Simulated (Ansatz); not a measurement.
Planning a run of Ansatz 0.2.0 on BN (Qingsongite). The input:

```yaml
crystal:
  lattice:
    - [0.0, 1.8029996702, 1.8029996702]
    - [1.8029996702, 0.0, 1.8029996702]
    - [1.8029996702, 1.8029996702, 0.0]
  atoms:
    - { symbol: B, position: [0.0, 0.0, 0.0] }
    - { symbol: "N", position: [0.25, 0.25, 0.25] }
kpoints:
  mp_grid: { grid: [8, 8, 8] }
hamiltonian:
  xc: pbe
  pseudopotentials: { kind: paw, azcp: { folder: soft_1 } }
scf:
  occupations: { method: fixed }
gw:
  n_empty_bands: 34
  ecut_chi: 120
  qp_bands: [v2, c2]
  qp_kpoints: band_edges
  screening: { model: contour_deformation }
```

```sh
ansatz run input.yaml --threads 3 --pin off --max-ram 92160MiB --backend cuda --events-out ev --progress --plain --runs-dir out --devices 1 --max-vram 13GiB
```

Q: Estimate wall time and host memory on 1 × NVIDIA H100 80GB HBM3 (shared by 6 runs) with 3 threads of AMD EPYC 7R13 (Zen 3), shared host.

It took 18 s; on shared hardware allow 9.2 s to 37 s. Peak host memory was 0.96 GiB. The sizes that set the cost: 259 plane waves a state, 29 irreducible k points, 38 bands summed, 27 plane waves in the screening and 6 SCF cycles.

The screening grows as filled bands × empty bands × pairs of k points, times the square of the screening basis for the matrix.

[Paths, hosts, dates, memory and timing lines, banners, echoed tables and standing remarks are left out of the program output.]

[Logs are printed without paths, hosts, clocks, repeated set-up lines and the standing remarks that a program may print on its own settings, such as how far it seeks lower states.]

[Runs of the session that timed out or met a known fault of the program may be left out.]

[Cells called generated may have been cut or substituted from an entry of the Crystallography Open Database or the Materials Project.]

[Hosts, paths, dates, database ids (printed as entryN), source tags and the programs' standing remarks are cut or masked in the printed files.]
